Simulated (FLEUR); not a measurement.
Rb:

```
CELL_PARAMETERS angstrom
-2.95451 2.95451 2.73085
2.95451 -2.95451 2.73085
2.95451 2.95451 -2.73085
ATOMIC_POSITIONS crystal
Rb 0.00000 0.00000 0.00000
```

This isn't the form of Rb at room conditions, which is bcc.

* Program: FLEUR MaX-R8.1 (later development tree)
* Task: single point
* Functional: PBE
* Potentials or basis: all-electron
* Basis: FLAPW
* Kmax: 4.1 1/bohr
* k mesh: 7 × 7 × 7
* Occupations: fermi-dirac, width 0.05 eV
* Spin: no spin polarisation
* Gmax: 12.7 1/bohr
* Muffin-tin radii: Rb 2.66 bohr
* lmax: Rb 11
* Local orbitals a species: Rb 5
* Max iterations: 60
* Mixing factor: 0.05
* Mixer: Anderson
* Mixer history: 15
* Density convergence: 1e-05 me/bohr^3

On this cell: band gap on the k mesh none (metal or under the smearing width).

The same run follows on a disturbed copy (cell strained at random at fixed volume):

```
CELL_PARAMETERS angstrom
-2.90185 2.86931 2.77651
2.95454 -2.89322 2.85939
2.90989 2.90126 -2.80238
ATOMIC_POSITIONS crystal
Rb 0.99437 0.00257 0.99618
```

Task: What does the disturbed cell give?

Result: The energy (extrapolated to zero smearing) moves by +1.5 meV/atom; band gap on the k mesh none (metal or under the smearing width).
